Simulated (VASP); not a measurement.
Here is a VASP 6.6.1 calculation.

INCAR

```
PREC     = Accurate       # precision mode
ENCUT    = 300            # plane-wave cutoff, eV
EDIFF    = 1E-7           # SCF threshold, eV
ISMEAR   = 1              # smearing method
SIGMA    = 0.1            # smearing width, eV
LREAL    = F              # projectors in reciprocal space
LASPH    = T              # aspherical terms in the spheres
NELM     = 80             # most SCF steps
ALGO     = Normal         # electronic algorithm
ISIF     = 2              # what is computed and relaxed
LWAVE    = F              # write WAVECAR
LCHARG   = F              # write CHGCAR
GGA      = PE             # functional
IBRION   = 2              # ionic algorithm
NSW      = 40             # ionic steps
EDIFFG   = -0.01          # ionic threshold
```

File KPOINTS:

```
regular mesh
0
Gamma
  8 8 8
```

Contents of POSCAR:

```
Ir                                      
1.0
    0.0000000000      1.9108088804      1.9108088804
    1.9108088804      0.0000000000      1.9108088804
    1.9108088804      1.9108088804      0.0000000000
  Ir            
     1
Direct
     0.0000000000000000    0.0000000000000000    0.0000000000000000
```

Potentials or basis: VASP PAW PBE potentials, release 64 (Ir).

Launch:

```console
$ cat potpaw_PBE.64/Ir/POTCAR > POTCAR
$ mpirun -np 1 vasp_std > vasp.out
```

(1) What does it give for the band gap on the k mesh?

Results:

(1) none (metal or under the smearing width).

Caveat: the relaxation stopped at its first step, so nothing moved.
